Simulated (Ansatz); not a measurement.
A run of Ansatz 0.2.0 is set up as follows.

File input.yaml:

```yaml
crystal:
  lattice:
    - [0.0, 3.611146, 3.611146]
    - [3.611146, 0.0, 3.611146]
    - [3.611146, 3.611146, 0.0]
  atoms:
    - { symbol: Te, position: [0.25, 0.25, 0.25] }
    - { symbol: Sn, position: [0.0, 0.0, 0.0] }
hamiltonian:
  xc: pbesol
  pseudopotentials: { kind: paw }
kpoints:
  mp_grid: { grid: [7, 7, 7] }
scf:
  occupations: { method: fermi_dirac, width: 0.05 }
output:
  forces: true
  stress: true
  eigenvalues: true
relax:
  f_tol: 0.01
  max_steps: 40
  cell: { stress_tol: 0.05, p_target: 20.0 }
```

Potentials or basis: Ansatz PAW.

Command:

```sh
$ ansatz run input.yaml --threads 2 --pin off --max-ram 5632MiB --backend cpu --events-out ev --progress --plain --runs-dir out
```

Estimate the space group after relaxing (to 0.05 Å).

F-43m (No. 216).

Estimate the band gap on the k mesh.

none (metal or under the smearing width).

What does it give for the relaxed volume?

30.76 Å³/atom.

Predict the relaxed cell.

a = 4.431 Å, b = 4.431 Å, c = 4.431 Å, α = 60.00°, β = 60.00°, γ = 60.00°.

The path:
| step | energy change (eV) | largest force (eV/Å) | volume (Å³) |
| --- | --- | --- | --- |
| 1 | 0.0000 | 0.0000 | 94.18 |
| 2 | 0.0392 | 0.0000 | 81.07 |
| 3 | 0.5054 | 0.0000 | 69.23 |
| 4 | 1.5579 | 0.0000 | 59.08 |
| 5 | 1.1890 | 0.0000 | 61.80 |
| 6 | 1.2247 | 0.0000 | 61.51 |
| 7 | 1.2274 | 0.0000 | 61.51 |

Caveat: the volume moved by over 15 % at a fixed basis, so the end points are rough; the plane-wave basis is chosen anew once the cell has moved, so the energies of steps on either side of that aren't comparable; the PAW data sets come from PBE, with cores solved anew for the run's functional, which leaves a small shift of forces and pressure. Spin-orbit coupling is left out, which matters for the levels of Te.
